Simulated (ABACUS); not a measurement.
Runs of ABACUS 3.10.1 on Fe. The structure is cubic, space group Im-3m (No. 229). The conventional cell has a = 2.886 Å, b = 2.886 Å, c = 2.886 Å, α = 90.00°, β = 90.00°, γ = 90.00°. Fe (site symmetry m-3m) has 8 Fe at 2.50 Å as nearest neighbours. 

```csv
task,level,potentials or basis,cell,k mesh,cutoff (eV),threshold of the eigensolver,path,points for each segment of the path,SCF threshold on the density,eigensolver,mesh quality,gap on the mesh (eV),pressure (GPa),moment (μB),V0 of scaled cells (Å³/atom),B0 (GPa)
single point,OLYP,"PseudoDojo NC SR 0.5 PBE stringent, plane waves",as given,10 × 10 × 10,1619,-,-,-,1e-08,dav,not flagged,none,(b),2.49,-,-
equation of state,rSCAN,"SG15 ONCV 1.2 PBE, plane waves",as given,8 × 8 × 8,1415,-,-,-,1e-08,dav,coarse,-,-,-,11.92,205
single point,PW91,"Ansatz NC PBE, plane waves",as given,10 × 10 × 10,1225,-,-,-,1e-08,dav,not flagged,none,(a),2.16,-,-
relaxation of cell and atoms,PW91,"Ansatz NC PBE, plane waves",relaxed,10 × 10 × 10,1225,-,-,-,1e-08,dav,not flagged,none,0.0,2.13,-,-
equation of state,OLYP,"PseudoDojo NC SR 0.5 PBE stringent, plane waves",as given,10 × 10 × 10,1619,-,-,-,1e-08,dav,not flagged,-,-,-,11.45,91
single point,B86bPBE,"SG15 ONCV 1.2 PBE, plane waves",as given,10 × 10 × 10,1225,-,-,-,1e-08,dav,not flagged,none,-7.0,(c),-,-
single point,LDA,"PseudoDojo NC SR 0.4.1 LDA stringent, DZP LCAO (the cutoffs set its grid)",as given,12 × 12 × 12,1891,-,-,-,1e-07,genelpa,not flagged,none,-24.6,(d),-,-
```

Alike in all rows: spin collinear, ferromagnetic start; smearing fermi-dirac 0.05 eV.

Problem. Fill in the values left out.

Solution. (a) -13.8; (b) -4.1; (c) 2.29; (d) 2.26.

Caveats: some runs use coarse meshes; the potentials were made for another functional, which shifts forces and pressure (some runs); the atomic orbitals were generated for these runs and aren't a published set (some runs); so large a pressure means that the cell lies far from this level's equilibrium, or that cutoff or potentials fall short (some runs); the basis of atomic orbitals isn't converged, which shifts pressures, moduli and gaps (some runs).

A gap of «none» marks a metal or a gap under the smearing width.

Runs at the PBE level aren't shown here.
